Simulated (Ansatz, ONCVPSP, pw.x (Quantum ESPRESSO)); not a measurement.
**Hf (Z = 72) (bcc): variants of one ONCV potential in the solid**

| Quantity | Value |
| --- | --- |
| Element | hafnium (Hf) |
| Generator | ONCVPSP 4.0.1.1 (patched build) |
| Type | optimised norm-conserving Vanderbilt (ONCV) |
| Functional | PBE |
| Relativity | scalar-relativistic |
| Frozen core | [Kr] 4d10 4f14 |
| Valence charge | 12 |
| Reference configuration | 5s2 5p6 5d2 6s1.5 (charge +0.5) |
| Partial waves | 5s+6s: rc 2.10 bohr, ncon 4, nbas 7, qcut 4.4 1/bohr, 2 projectors; 5p: rc 1.70 bohr, ncon 4, nbas 8, qcut 7.1 1/bohr, 2 projectors, debl 3.3 Ha; 5d: rc 2.10 bohr, ncon 4, nbas 7, qcut 4.7 1/bohr, 3 projectors, debl 2.9 Ha |
| Local potential | polynomial inside 1.70 bohr (lpopt 3, dvloc0 0 Ha) |
| Core correction | Teter function, fcfact 3, rcfact 1.7 |

Crystal test: bcc Hf in pw.x 7.5, no spin, 13³ k-points, Fermi–Dirac smearing 0.01 Ry, cutoffs set for each file from its atomic test. The reference is all-electron LAPW (Ansatz 0.2.0) with the same functional, mesh and smearing; V0 and B0 come from Birch–Murnaghan fits to the pressures at five volumes. Errors are pseudo minus all-electron; Δ is the rms difference of the E(V) curves that follow from these fits, minima aligned, over ±6 % about the mean V0. Mesh and smearing are coarse, so the numbers serve the comparison and aren't converged zero-temperature values; the lattice is a test structure that the element need not adopt.

All-electron: a0 = 3.553 Å (V0 = 22.42 Å³/atom), B0 = 98.4 GPa.

A dash in a converged row means that the minimum lies outside the volumes sampled.

| change | cutoffs (Ry) | pw.x | a0 (Å) | a0 error (%) | B0 error (%) | Δ (meV/atom) | mean pressure error (GPa) |
| --- | --- | --- | --- | --- | --- | --- | --- |
| base | 75/300 | converged | 3.541 | -0.34 | +0.8 | 4.9 | -1.01 |
| core [Xe] 4f14, valence charge 4; reference 5d2.5 6s1.5; waves now 6s: rc 2.85 bohr, ncon 3, nbas 7, qcut 2.6 1/bohr, 2 projectors, debl 1 Ha; p scattering state at 0.29 Ha: rc 2.60 bohr, ncon 4, nbas 8, qcut 3.8 1/bohr, 2 projectors, debl 3.7 Ha; 5d: rc 2.60 bohr, ncon 5, nbas 10, qcut 6.8 1/bohr, 2 projectors, debl 3.3 Ha; local potential polynomial inside 2.50 bohr (lpopt 1, dvloc0 4 Ha) | 50/200 | converged | – | – | – | – | +10.32 |
| s: nbas 9 | 75/300 | converged | 3.541 | -0.34 | +0.9 | 4.9 | -1.00 |
| s: nproj 3 | 75/300 | converged | 3.541 | -0.34 | +0.8 | 4.9 | -1.00 |
| s: qcut 4.1; p: qcut 6.6; d: qcut 4.4 | 80/320 | converged | 3.541 | -0.34 | +0.8 | 5.0 | -1.02 |
| reference 5s2 5p6 5d2 6s2 | 70/280 | converged | 3.545 | -0.23 | +0.8 | 3.4 | -0.69 |
